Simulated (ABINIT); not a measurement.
Si2Mo:

```
Mo Si
1.0
    -1.60000    1.60000    3.93050
     1.60000   -1.60000    3.93050
     1.60000    1.60000   -3.93050
Mo Si
1 2
Direct
  0.00000 0.00000 0.00000
  0.66700 0.66700 0.00000
  0.33300 0.33300 0.00000
```

Base run:

```yaml
Program: ABINIT 10.8.3 (patched build)
Functional: RPBE
Potentials_or_basis: JTH PAW PBE v2.0
Cutoff: 408 eV
k_mesh: 12 × 12 × 12
Occupations: fermi-dirac, width 0.05 eV
Spin: no spin polarisation
```

Its results: band gap on the k mesh none (metal or under the smearing width); pressure 4.7 GPa; largest force 0.248 eV/Å.

Task: After a change of settings the same cell gave: band gap on the k mesh none (metal or under the smearing width); pressure 4.2 GPa; largest force 0.310 eV/Å. Which change was it?
A. functional from RPBE to LDA-PZ; potentials or basis from JTH PAW PBE v2.0 to JTH PAW LDA v2.0
B. functional from RPBE to BP86
C. functional from RPBE to PBE; k mesh from 12 × 12 × 12 to 7 × 7 × 7
D. functional from RPBE to PBEsol

Result: B.

Caveats: the PAW data sets were made with another functional, which shifts forces and pressure a little.
